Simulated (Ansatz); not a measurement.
The system is Ta2N.

```
CELL_PARAMETERS angstrom
3.11286 0.00000 0.00000
-1.55643 2.69582 0.00000
0.00000 0.00000 4.86984
ATOMIC_POSITIONS crystal
Ta 0.33333 0.66667 0.25471
Ta 0.66667 0.33333 0.74529
N 0.00000 0.00000 0.00000
```

The cell comes from a database or a generator and needn't be the stable form of this composition.

```yaml
Program: Ansatz 0.2.0
Task: single point
Functional: PBEsol
Potentials_or_basis: Ansatz PAW
Cutoff: "420 eV (not typed: the program's choice for these potentials)"
k_mesh: 10 × 10 × 6
Occupations: fermi-dirac, width 0.05 eV
Spin: no spin polarisation
```

On this cell: pressure -9.1 GPa; largest force 0.297 eV/Å; band gap on the k mesh none (metal or under the smearing width).

The same run follows on a disturbed copy (atoms moved at random, drawn with an rms of 0.05 Å):

```
Ta N
1.0
     3.11286    0.00000    0.00000
    -1.55643    2.69582    0.00000
     0.00000    0.00000    4.86984
Ta N
2 1
Direct
  0.32460 0.65342 0.25129
  0.69069 0.34223 0.74321
  0.99834 0.00588 0.00396
```

Question: What changes?

Answer: The energy (extrapolated to zero smearing) moves by +9.2 meV/atom; pressure -8.4 GPa; largest force 0.760 eV/Å; band gap on the k mesh none (metal or under the smearing width).

Forces on the atoms (eV/Å):
```
Ta  -0.055  0.359  0.046
Ta  -0.426  0.011  0.412
N    0.480 -0.370 -0.458
```

Stress tensor (GPa, compression positive):
```
-8.58  0.17  0.93
 0.17 -8.49  1.11
 0.93  1.11 -8.19
```

Caveats: the PAW data sets come from PBE, with cores solved anew for the run's functional, which leaves a small shift of forces and pressure.
